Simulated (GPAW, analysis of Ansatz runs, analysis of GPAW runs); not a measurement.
# Reproducing a measured charge-transition level: substitutional N in diamond (GPAW), part 3 of 4

Aim: the charge-transition level of substitutional N in diamond, to be set beside the measurement. Set-up: PBEsol, plane waves 500 eV, 64-site cell, PBEsol lattice, k: the zone centre alone then 2x2x2 shifted, started with the impurity moved along one bond, dielectric constants 5.7 and 5.7 (handbook). The model is a cell of 64 host atoms with 1 C taken out and 1 N put in. The level is the Fermi energy at which two charge states have equal formation energy, after a correction for the images of the charge. A local or semilocal functional is the cheapest first rung.

GPAW 26.7.0; PBEsol, plane waves 500 eV, 64-site cell, PBEsol lattice, k: the zone centre alone then 2x2x2 shifted, started with the impurity moved along one bond, dielectric constants 5.7 and 5.7 (handbook).

So far: The structure; Relaxation, charge +1; Single point, charge +1.

### 4. Relaxation, charge 0

Level of this step: GPAW plane-wave PAW DFT, PBEsol; relaxation of all atoms of a defect supercell (GPAW).

run.py reads:

```python
import numpy as np
from ase.io import read, write
from ase.parallel import parprint, world
from gpaw import GPAW, PW
from gpaw import setup_paths
from ase.optimize import BFGS

setup_paths.insert(0, '.')
atoms = read('POSCAR')
magmoms = np.zeros(len(atoms))
magmoms[[7, 41, 48, 26]] = 1 / 4
atoms.set_initial_magnetic_moments(magmoms)
calc = GPAW(mode=PW(500),
            xc='PBEsol',
            kpts={'size': (1, 1, 1), 'gamma': True},
            occupations={'name': 'fermi-dirac', 'width': 0.01, 'fixmagmom': True},
            nbands=137,
            convergence={'density': 1e-05, 'forces': 0.001},
            maxiter=150,
            symmetry='off',
            txt='gpaw.txt')
atoms.calc = calc
opt = BFGS(atoms, trajectory='relax.traj', logfile='-')
done = opt.run(fmax=0.02, steps=80)
parprint('Converged:', done)
energy = atoms.get_potential_energy()
forces = atoms.get_forces()
parprint(f'Energy: {energy:.6f} eV, largest force {np.linalg.norm(forces, axis=1).max():.4f} eV/A')
calc.write('gs.gpw')
write('final.xyz', atoms)
parprint('Moments:', atoms.get_magnetic_moments().round(3))
for s in range(calc.get_number_of_spins()):
    parprint('Levels (eV), spin', s, calc.get_eigenvalues(kpt=0, spin=s)[-16:].round(3))
```

POSCAR reads:

```
C  N  C 
 1.0000000000000000
     7.1084376133738179   -0.0000000000000009    0.0000000000000000
     0.0000000000000018    7.1084376133738214    0.0000000000000000
    -0.0000000000000018   -0.0000000000000027    7.1084376133738205
 C   N   C  
   7   1  56
Direct
 -0.0023065853552147 -0.0014427538845738  0.2492828969044675
 -0.0018866470319100  0.2517806329892632 -0.0010890443880334
[... 1 atom line left out ...]
  0.2495600008883126  0.2477611495588915  0.2483537737175451
  0.1242072207358376  0.1276840297706389  0.3747108721805003
  0.1260113660611054  0.3767486459819605  0.1269584406956207
  0.3752973226452739  0.1274541660755716  0.1236565799192623
  0.3974731215674777  0.4012740773580358  0.3985333409093832
[... 18 atom lines left out ...]
  0.2510604246293622  0.5024754868323696  0.5008145967567239
[... 3 atom lines left out ...]
  0.3770222740456846  0.6241289938897662  0.6232484684934051
[... 5 atom lines left out ...]
  0.6232334027751687  0.1267065010645142  0.3763722600419492
[... 4 atom lines left out ...]
  0.5009829371458115  0.2515576649723993  0.4978731193187348
[... 3 atom lines left out ...]
  0.6247345077771784  0.3777980801859324  0.6248720470961127
[... 2 atom lines left out ...]
  0.4977626359049834  0.4987339053073732  0.2488566199550029
[... 3 atom lines left out ...]
  0.6224683066231627  0.6237725723803240  0.3750072278944775
[... 10 atom lines left out ...]
  0.8727856874997495  0.8745472783290639  0.8733243017665560
```

Started as:

```console
$ gpaw-setup -f PBEsol C N
$ OMP_NUM_THREADS=1 mpirun -n 4 gpaw python run.py > stdout
```

Output:

```text
__  _  _
 | _ |_)|_||  |
 |__||  | ||/\| - 26.7.0

Input parameters:
  mode=PW(ecut=500.0),
  convergence={'density': 1e-05, 'forces': 0.001},
  kpts=MonkhorstPack(size=(1, 1, 1), gamma=True),
  maxiter=150,
  nbands=137,
  occupations=Occupations(name='fermi-dirac', width=0.01, fixmagmom=True),
  symmetry=Symmetry(point_group=False, time_reversal=False),
  xc=XC(name='PBEsol')

Diagonalizing LCAO Hamiltonian
Converting LCAO to pw mode

                 C        C
            C  C     C C
         C   C C  C   C C
          C C   C C  C   C
       C  CC    CC C      C
            C C     C CC
        C    C CNC     CC
         CCC      C C C
          C C   C  C C   C
       C   C  C C   C C
        C     C  C     C
           C        C

Atoms  # Å, Bohr magnetons
|    | symbol |         x |         y |         z |    initial magnetic moments |
|----|--------|-----------|-----------|-----------|-----------------------------|
|  0 |      C | -0.016396 | -0.010256 |  1.772012 | ( 0.0000,  0.0000,  0.0000) |
|  1 |      C | -0.013411 |  1.789767 | -0.007741 | ( 0.0000,  0.0000,  0.0000) |
|  2 |      C |  1.796580 |  0.003625 | -0.002787 | ( 0.0000,  0.0000,  0.0000) |
|  3 |      C |  1.773982 |  1.761195 |  1.765407 | ( 0.0000,  0.0000,  0.0000) |
|  4 |      C |  0.882919 |  0.907634 |  2.663609 | ( 0.0000,  0.0000,  0.0000) |
|  5 |      C |  0.895744 |  2.678094 |  0.902476 | ( 0.0000,  0.0000,  0.0000) |
|  6 |      C |  2.667778 |  0.906000 |  0.879005 | ( 0.0000,  0.0000,  0.0000) |
|  7 |      N |  2.825413 |  2.852432 |  2.832949 | ( 0.0000,  0.0000,  0.2500) |
|  8 |      C | -0.004180 |  0.019422 |  5.333634 | ( 0.0000,  0.0000,  0.0000) |
|  9 |      C |  0.004377 |  1.786684 |  3.571224 | ( 0.0000,  0.0000,  0.0000) |
| 10 |      C |  1.789811 |  0.012085 |  3.563843 | ( 0.0000,  0.0000,  0.0000) |
| 11 |      C |  1.765964 |  1.784161 |  5.346363 | ( 0.0000,  0.0000,  0.0000) |
| 12 |      C |  0.894945 |  0.883331 |  6.238100 | ( 0.0000,  0.0000,  0.0000) |
| 13 |      C |  0.871405 |  2.673546 |  4.449389 | ( 0.0000,  0.0000,  0.0000) |
| 14 |      C |  2.681587 |  0.890031 |  4.454785 | ( 0.0000,  0.0000,  0.0000) |
| 15 |      C |  2.672749 |  2.659455 |  6.237525 | ( 0.0000,  0.0000,  0.0000) |
| 16 |      C |  0.018052 |  3.557323 |  1.769078 | ( 0.0000,  0.0000,  0.0000) |
[...]
Unit cell  # Å
| periodic |         x |         y |        z |  lengths |    angles |
|----------|-----------|-----------|----------|----------|-----------|
|      yes |  7.108438 | -0.000000 | 0.000000 | 7.108438 | 90.000000 |
|      yes |  0.000000 |  7.108438 | 0.000000 | 7.108438 | 90.000000 |
|      yes | -0.000000 | -0.000000 | 7.108438 | 7.108438 | 90.000000 |

Number of symmetries: 1
Symmetry operations  # r_c * U_cc + t_c -> r_c
|   | kind |            matrix            |
|---|------|------------------------------|
| 0 |  E   |  1, 0, 0,  0, 1, 0,  0, 0, 1 |

BZ-sampling:
  Number of BZ points: 1
  Number of IBZ points: 1

  Monkhorst-Pack size: [1, 1, 1]
  Monkhorst-Pack shift: [0, 0, 0]

K-points  # in reciprocal-cell coordinates
|   |                                coordinates |     weight |
|---|--------------------------------------------|------------|
| 0 | (  0.00000000,   0.00000000,   0.00000000) | 1.00000000 |

Plane wave coefficients: 4523
Cutoff: 500.0 eV

Spin-components: 2 (collinear spins)
Bands:           137
Projectors:      320
Spin-degeneracy: 1
Datatype:        float64

Density:
  Valence electrons: 257.0
  Components: 2
  Grid points: [40 40 40]
  Charge: 0.0  # |e|

Potential:
  Grid points: [40 40 40]

species:
  C:
    name:    Carbon
    Z:       6.0
    valence: 4
    core:    2
    charge:  0.0  # [|e|]
    compensation charges:
      type: gauss
      rc: 0.20  # [Å]
      lmax: 2
    cutoffs:
      filter: 1.14  # [Å]
      core: 1.14  # [Å]
    projectors
    | kind |    occ | energy [eV] | rcut [Å] |
    |------|--------|-------------|----------|
    |   2s |  2.000 |     -13.648 |    0.635 |
    |   2p |  2.000 |      -5.232 |    0.635 |
    |    s |        |      13.563 |    0.635 |
    |    p |        |      21.979 |    0.635 |
    |    d |        |       0.000 |    0.635 |

    Using partial waves for C as LCAO basis

  N:
    name:    Nitrogen
    Z:       7.0
    valence: 5
    core:    2
    charge:  0.0  # [|e|]
    compensation charges:
      type: gauss
      rc: 0.18  # [Å]
      lmax: 2
    cutoffs:
      filter: 1.11  # [Å]
      core: 0.96  # [Å]
    projectors
    | kind |    occ | energy [eV] | rcut [Å] |
    |------|--------|-------------|----------|
    |   2s |  2.000 |     -18.455 |    0.603 |
    |   2p |  3.000 |      -7.035 |    0.529 |
    |    s |        |       8.756 |    0.603 |
    |    p |        |      20.177 |    0.529 |
    |    d |        |       0.000 |    0.577 |

    Using partial waves for N as LCAO basis

Reference energy: -65922.573901  # eV

eigensolver:
  PPCG
  Converge bands: occupied
  niter=2

density mixing:
  MSR1-Mixer
  Pratt-step length: 0.05
  Maximum mixing coefficient: 0.75
  Old densities: 10
  SVD Regularization: 0.005
  Good broyden scale: 1.0
  Trust region scale: 1.0
  Backstep threshold: 4.0
  History deletion threshold: 6.0
  Fourier metric: weight=20.0, sigma=0.015

occupation numbers:
  Fixed magnetic moment: 1.000
  Fermi-Dirac:
    width: 0.0100  # eV

poisson solver:
  ecut: 4000.0  # eV

xc functional:
  name: PBEsol with 2 nearest neighbor stencil

Initialization done in: 12.754 s

convergence criteria:
- Maximum integral of absolute [dens]ity change: 1e-05 electrons / valence electron
- Maximum change in the atomic [forces] across last 2 cycles: 0.001 eV/Ang OR
Maximum error relative to the maximum force is below inf
- Maximum [total energy] change in last 3 cyles: 0.0005 eV / valence electron
- Maximum integral of absolute [eigenst]ate change: 4e-08 eV^2 / valence electron
maximum number of iterations: 150

SCF iterations
|iter     | |      energy | eigst |  dens |force |  magmom |
|---------|-|-------------|-------|-------|------|---------|
|iter:   1| | -622.170790 | +0.11 |       |      |  +0.9985|
|iter:   2| | -619.658057 | -2.01 | -0.78 |      |  +0.9985|
|iter:   3| | -603.451067 | -1.21 | -0.80 |      |  +0.9995|
|iter:   4| | -603.133758 | -1.70 | -1.45 |      |  +0.9999|
|iter:   5| | -602.990736 | -2.27 | -2.09 |      |  +0.9999|
|iter:   6| | -602.998150 | -3.34 | -2.35 |      |  +1.0000|
|iter:   7| | -602.999624c| -4.04 | -2.75 |      |  +1.0000|
|iter:   8| | -603.000400c| -4.64 | -3.25 |      |  +1.0000|
[...]
|----|--------|-----------|-----------|-----------|-----------------------------|
[...]
|  7 |      N |  2.780882 |  2.783235 |  2.781816 | ( 0.0000,  0.0000,  0.0880) |
[...]
Unit cell  # Å
| periodic |         x |         y |        z |  lengths |    angles |
|----------|-----------|-----------|----------|----------|-----------|
|      yes |  7.108438 | -0.000000 | 0.000000 | 7.108438 | 90.000000 |
|      yes |  0.000000 |  7.108438 | 0.000000 | 7.108438 | 90.000000 |
|      yes | -0.000000 | -0.000000 | 7.108438 | 7.108438 | 90.000000 |

Initialization done in: 1.583 s

convergence criteria:
- Maximum integral of absolute [dens]ity change: 1e-05 electrons / valence electron
- Maximum change in the atomic [forces] across last 2 cycles: 0.001 eV/Ang OR
Maximum error relative to the maximum force is below inf
- Maximum [total energy] change in last 3 cyles: 0.0005 eV / valence electron
- Maximum integral of absolute [eigenst]ate change: 4e-08 eV^2 / valence electron
maximum number of iterations: 150

SCF iterations
|iter     | |      energy | eigst |  dens |force |  magmom |
|---------|-|-------------|-------|-------|------|---------|
|iter:   1| | -604.404504c| -5.00 |       |      |  +0.9998|
|iter:   2| | -604.404469c| -6.69 | -3.67 |      |  +0.9998|
|iter:   3| | -604.404374c| -5.75 | -3.72 |      |  +0.9999|
|iter:   4| | -604.404368c| -6.91 | -4.09 |      |  +0.9999|
|iter:   5| | -604.404367c| -7.62c| -4.40 |      |  +1.0000|
|iter:   6| | -604.404367c| -7.97c| -4.78 |      |  +1.0000|
|iter:   7| | -604.404367c| -8.51c| -5.22c|-1.57 |  +1.0000|
|iter:   8| | -604.404367c| -9.01c| -5.78c|-3.70c|  +1.0000|

Converged in 8 steps
SCF loop duration: 17.326 s (2.166 s/step)
Energy contributions relative to reference atoms: (reference = -65922.573901)

Energy contributions:
  Kinetic:         583.149633
  Coulomb:        -530.990253
  Zero:              0.636305
  External:          0.000000
  Xc:             -657.200052
  Entropy:          -0.000000
  Spinorbit:         0.000000
  ----------------------------
  Free energy:    -604.404367
  Extrapolated:   -604.404367

dipole moment: (0.168214, -55.444752, -55.791352)  # |e|*Ang

Total magnetic moment: (0.000000, 0.000000, 1.000000)

Local magnetic moments
|        x |        y |         z |
|----------|----------|-----------|
[...]
Fermi levels: 15.443, 13.991
Eigenvalues  # (at kpt = [0.000, 0.000, 0.000])
| band index |      eig [eV] | occ [0-1] |      eig [eV] | occ [0-1] |
|------------|---------------|-----------|---------------|-----------|
[...]
|        ... |               |           |               |           |
[...]
Gap: 1.068 eV
Transition (v -> c):
  (s=1, k=0, n=128, [0.00, 0.00, 0.00]) -> (s=0, k=0, n=129, [0.00, 0.00, 0.00])
No difference between direct/indirect transitions

Forces  # eV/Ang
|        x |        y |        z |
|----------|----------|----------|
[...]
C        C
            C  C     C C
         C   C C  C   C C
          C C   C C  C   C
          CC    CC CC     C
       C    C C      CCC
        C      CNC    CCC
         CCC C    C C
          C C   C  C C   C
       C   C  C C  C  C
        C     C  C     C
           C        C

Atoms  # Å, Bohr magnetons
|    | symbol |         x |         y |         z |    initial magnetic moments |
|----|--------|-----------|-----------|-----------|-----------------------------|
[...]
|  7 |      N |  2.780826 |  2.783227 |  2.781826 | ( 0.0000,  0.0000,  0.0882) |
[...]
| 56 |      C |  3.561224 |  3.563748 |  5.346547 | ( 0.0000,  0.0000,  0.0015) |
| 57 |      C |  3.561332 |  5.348074 |  3.562332 | ( 0.0000,  0.0000,  0.0015) |
| 58 |      C |  5.345415 |  3.563708 |  3.562387 | ( 0.0000,  0.0000,  0.0015) |
| 59 |      C |  5.335006 |  5.337516 |  5.335996 | ( 0.0000,  0.0000,  0.0001) |
| 60 |      C |  4.446175 |  4.448756 |  6.232336 | ( 0.0000,  0.0000, -0.0000) |
| 61 |      C |  4.446368 |  6.233872 |  4.447317 | ( 0.0000,  0.0000, -0.0000) |
| 62 |      C |  6.231226 |  4.448708 |  4.447284 | ( 0.0000,  0.0000, -0.0000) |
| 63 |      C |  6.220377 |  6.222852 |  6.221402 | ( 0.0000,  0.0000,  0.0002) |

Unit cell  # Å
| periodic |         x |         y |        z |  lengths |    angles |
|----------|-----------|-----------|----------|----------|-----------|
|      yes |  7.108438 | -0.000000 | 0.000000 | 7.108438 | 90.000000 |
|      yes |  0.000000 |  7.108438 | 0.000000 | 7.108438 | 90.000000 |
|      yes | -0.000000 | -0.000000 | 7.108438 | 7.108438 | 90.000000 |

Initialization done in: 1.674 s

convergence criteria:
- Maximum integral of absolute [dens]ity change: 1e-05 electrons / valence electron
- Maximum change in the atomic [forces] across last 2 cycles: 0.001 eV/Ang OR
Maximum error relative to the maximum force is below inf
- Maximum [total energy] change in last 3 cyles: 0.0005 eV / valence electron
- Maximum integral of absolute [eigenst]ate change: 4e-08 eV^2 / valence electron
maximum number of iterations: 150

SCF iterations
|iter     | |      energy | eigst |  dens |force |  magmom |
|---------|-|-------------|-------|-------|------|---------|
|iter:   1| | -604.404482c| -5.66 |       |      |  +0.9998|
|iter:   2| | -604.404478c| -7.35 | -4.06 |      |  +0.9998|
|iter:   3| | -604.404463c| -6.50 | -4.11 |      |  +0.9999|
|iter:   4| | -604.404463c| -7.66c| -4.52 |      |  +0.9999|
|iter:   5| | -604.404463c| -7.87c| -4.82 |      |  +1.0000|
|iter:   6| | -604.404463c| -8.39c| -5.19c|-1.78 |  +1.0000|
|iter:   7| | -604.404463c| -9.09c| -5.61c|-3.56c|  +1.0000|

Converged in 7 steps
SCF loop duration: 15.217 s (2.174 s/step)
Energy contributions relative to reference atoms: (reference = -65922.573901)

Energy contributions:
  Kinetic:         583.147829
  Coulomb:        -530.990233
  Zero:              0.636327
  External:          0.000000
  Xc:             -657.198385
  Entropy:          -0.000000
  Spinorbit:         0.000000
  ----------------------------
  Free energy:    -604.404463
  Extrapolated:   -604.404463

dipole moment: (0.170896, -55.449107, -55.792295)  # |e|*Ang

Total magnetic moment: (0.000000, 0.000000, 0.999998)

Local magnetic moments
|        x |        y |         z |
|----------|----------|-----------|
[...]
Fermi levels: 15.443, 13.991
Eigenvalues  # (at kpt = [0.000, 0.000, 0.000])
| band index |      eig [eV] | occ [0-1] |      eig [eV] | occ [0-1] |
|------------|---------------|-----------|---------------|-----------|
[...]
|        ... |               |           |               |           |
[...]
|        129 |        16.255 |     0.000 |        16.315 |     0.000 |
|        130 |        16.494 |     0.000 |        16.506 |     0.000 |
|        131 |        16.494 |     0.000 |        16.506 |     0.000 |
|        132 |        16.633 |     0.000 |        16.646 |     0.000 |
|        133 |        16.633 |     0.000 |        16.646 |     0.000 |
|        134 |        16.692 |     0.000 |        16.710 |     0.000 |
|        135 |        16.808 |     0.000 |        16.820 |     0.000 |
|        136 |        16.830 |     0.000 |        16.863 |     0.000 |

Gap: 1.067 eV
Transition (v -> c):
  (s=1, k=0, n=128, [0.00, 0.00, 0.00]) -> (s=0, k=0, n=129, [0.00, 0.00, 0.00])
No difference between direct/indirect transitions

Forces  # eV/Ang
|        x |        y |        z |
|----------|----------|----------|
[...]
|  0.00526 |  0.00533 |  0.00045 |  # C   56
|  0.00393 | -0.00021 |  0.00456 |  # C   57
|  0.00297 |  0.00428 |  0.00290 |  # C   58
|  0.00374 |  0.00355 |  0.00687 |  # C   59
|  0.00310 |  0.00057 |  0.00150 |  # C   60
| -0.00225 |  0.00052 |  0.00018 |  # C   61
|  0.00342 | -0.00044 |  0.00213 |  # C   62
|  0.00214 |  0.00297 |  0.00343 |  # C   63

# Writing to gs.gpw (mode='')
```

The job ended after 4.7 min (4 MPI ranks of AMD EPYC 7B13 (Zen 3), shared host; peak memory 1.6 GiB).

Relaxation path:

```
step  energy less that of the first step (eV)
   0                                   0.0000
   1                                  -1.0336
   2                                  -1.2476
   3                                  -1.3428
   4                                  -1.3818
   5                                  -1.3959
   6                                  -1.4016
   7                                  -1.4031
   8                                  -1.4035
   9                                  -1.4036
```

The atoms that moved most (Å):

```
atom      dx      dy      dz  length
  C4  -0.129  -0.113  -0.119   0.209
  N8  -0.045  -0.069  -0.051   0.097
 C49   0.036   0.031   0.053   0.071
 C42   0.013   0.035   0.036   0.052
 C53   0.036   0.029   0.011   0.048
  C6  -0.022  -0.032  -0.027   0.047
 C31  -0.004   0.027   0.032   0.042
 C14   0.036  -0.010  -0.014   0.040
```

Neighbours of N8 at the end:

```
atom  distance (Å)
 C42         1.477
 C27         1.477
 C49         1.477
  C4         1.967
 C46         2.378
 C53         2.378
 C31         2.378
 C14         2.501
 C38         2.501
 C23         2.501
 C21         2.501
 C37         2.501
 C15         2.501
```

Read from the output:

```yaml
total_moment: 1.0000 μB
```

From the first step to the last the energy fell by 1.404 eV, and the largest move was 0.21 Å (C4).

[end of part 3 of 4]

[Logs are printed without paths, hosts, clocks, repeated set-up lines and the standing remarks that a program may print on its own settings, such as how far it seeks lower states.]

[Hosts, paths, dates, database ids (printed as entryN), source tags and the programs' standing remarks are cut or masked in the printed files.]

[For some hosts the program warned that the k-mesh of the response run may be too coarse for force constants and the static dielectric constant; such warnings are not shown here.]
